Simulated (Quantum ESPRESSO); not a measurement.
The system is BP.

```xyz
2
Lattice="0.0000 2.2690 2.2690 2.2690 0.0000 2.2690 2.2690 2.2690 0.0000" Properties=species:S:1:pos:R:3 pbc="T T T"
P     3.4035    3.4035    3.4035
B     0.0000    0.0000    0.0000
```

| Quantity | Value |
| --- | --- |
| Program | Quantum ESPRESSO 7.5 |
| Task | phonons |
| Functional | PBE |
| Potentials or basis | PseudoDojo 0.4.1 SR PBE standard |
| Cutoff | 1034 eV |
| Density cutoff | 4136 eV |
| k mesh | 8 × 8 × 8, shifted |
| Occupations | fermi-dirac, width 0.05 eV |
| Spin | no spin polarisation |
| Target pressure | 25 GPa |
| Mixing beta | 0.5 |
| Most SCF iterations | 120 |
| SCF threshold | 4e-10 Ry |

The cell and the atoms were relaxed first at 25 GPa, to 10.39 Å³/atom (a = 3.086 Å, b = 3.086 Å, c = 3.086 Å, α = 60.00°, β = 60.00°, γ = 60.00°), and the response was taken there.

The first run showed a gap, so the response started from a second, tighter run with fixed occupations.

Question: How polar is the lattice: what are the Born charges, the two dielectric constants and the LO-TO splitting?

Answer: Born charges ±0.91 e; dielectric constants 9.10 (electrons alone) and 9.40 (static); transverse and longitudinal modes at 903 and 918 cm⁻¹.

Caveat: the cell is more than 3 GPa from zero pressure, which shifts response properties.
